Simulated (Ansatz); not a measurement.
CdO (Monteponite) under changes of volume

One of the cells (12.970 Å³/atom); the others are scaled copies at fixed shape and fractional positions:

```xyz
2
Lattice="0.0000 2.3495 2.3495 2.3495 0.0000 2.3495 2.3495 2.3495 0.0000" Properties=species:S:1:pos:R:3 pbc="T T T"
Cd    0.0000    0.0000    0.0000
O     2.3495    2.3495    2.3495
```

```yaml
Program: Ansatz 0.2.0
Functional: PBEsol
Potentials_or_basis: Ansatz PAW
Cutoff: "420 eV (not typed: the program's choice for these potentials)"
k_mesh: 10 × 10 × 10
Occupations: fermi-dirac, width 0.05 eV
Spin: no spin polarisation
```

```tsv
volume (Å³/atom)	energy over the lowest point (meV/atom)	pressure (GPa)
12.191	19.35	9.4
12.451	7.35	5.6
12.710	1.10	2.2
12.970	0.00	-0.8
13.229	?	?
13.488	11.08	-5.8
13.748	22.31	-8.0
```

Q: What does the run at 13.229 Å³/atom give?

A: Energy over the lowest point 3.53 meV/atom; pressure -3.5 GPa.

Worked out: A Birch-Murnaghan fit of order 3 (a polynomial in V^(-2/3)) to the other rows has its minimum at 12.90 Å³/atom with B0 = V·E''(V) = 145 GPa and B' = 4.7. It gives 3.50 meV/atom at 13.229 Å³/atom, against the run's 3.53, and -dE/dV = -3.5 GPa, against -3.5.

Energies are extrapolated to zero smearing.

Caveats: the PAW data sets come from PBE, with cores solved anew for the run's functional, which leaves a small shift of forces and pressure.
